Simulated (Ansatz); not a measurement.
**What moves the field gradients of SnO2?**

Cell of run 1: a measured structure from the Crystallography Open Database (COD), atoms as given.

Space group P4_2/mnm (No. 136); a = 4.7380, c = 3.1865 Å.

```
site  Wyckoff  site symmetry       x       y       z
  Sn       2a           m.mm  0.0000  0.0000  0.0000
   O       4f           m.2m  0.3071  0.3071  0.0000
```

One atom of each set is listed.

Relaxed positions (PBE, cell held):

Sn (0.0000, 0.0000, 0.0000)
O (0.3054, 0.3054, 0.0000)

All runs are DFT with Ansatz 0.2.0 (plane waves and PAW, scalar-relativistic unless spin–orbit coupling is named, Γ-centred meshes, Fermi–Dirac smearing where given) in this cell.

Run 1: PBE, atoms as given; 420 eV, 7×7×9 k-points, smearing 0.02 eV.
Run 2: PBE, atoms relaxed; 420 eV, 7×7×9 k-points, smearing 0.02 eV.
Run 3: r2SCAN, at the relaxed atoms; 500 eV, 7×7×9 k-points, smearing 0.02 eV.
Run 4: PBE with spin–orbit coupling, at the relaxed atoms; 420 eV, 7×7×9 k-points, smearing 0.02 eV.
Run 5: LDA, at the relaxed atoms; 420 eV, 7×7×9 k-points, smearing 0.02 eV.
Run 6: PBEsol, at the relaxed atoms; 420 eV, 7×7×9 k-points, smearing 0.02 eV.

```json
{"run": "1", "Sn V_zz (η)": "-5.62 (0.90)", "O V_zz (η)": "-10.50 (0.10)"}
{"run": "2", "Sn V_zz (η)": "5.70 (0.53)", "O V_zz (η)": "-10.59 (0.14)"}
{"run": "3", "Sn V_zz (η)": "?", "O V_zz (η)": "?"}
{"run": "4", "Sn V_zz (η)": "5.65 (0.54)", "O V_zz (η)": "-10.61 (0.14)"}
{"run": "5", "Sn V_zz (η)": "5.61 (0.50)", "O V_zz (η)": "-10.57 (0.13)"}
{"run": "6", "Sn V_zz (η)": "5.69 (0.53)", "O V_zz (η)": "-10.53 (0.14)"}
```

V_zz in 10²¹ V/m².

(1) Estimate the row of run 3.

Results:

(1) Sn: 5.65 (0.52); O: -10.31 (0.12). It lies nearest to run 6, from whose tensors on these sites it differs by 0.21 at most (largest principal value of the difference, on O). Taken one at a time, the positions of the atoms (as given or relaxed) move the tensors on these sites by up to 1.62 (largest principal value of the change, on Sn), the functional (between the two that differ most) by 0.28 (O), spin–orbit coupling by 0.05 (Sn). On some sites the largest principal value moves to another axis from run to run, and the sign of V_zz can flip with it.

With these PAW files V_zz is typically within 2 to 3 % of all-electron values, but misses above 10 % occur on Sn. In run 1 the atoms aren't at the calculated equilibrium (largest force 0.28 eV/Å). The cell isn't the equilibrium one in runs 1, 2, 4 (calculated pressure 11, 11, 11 GPa), and the entry's cell may itself be off.
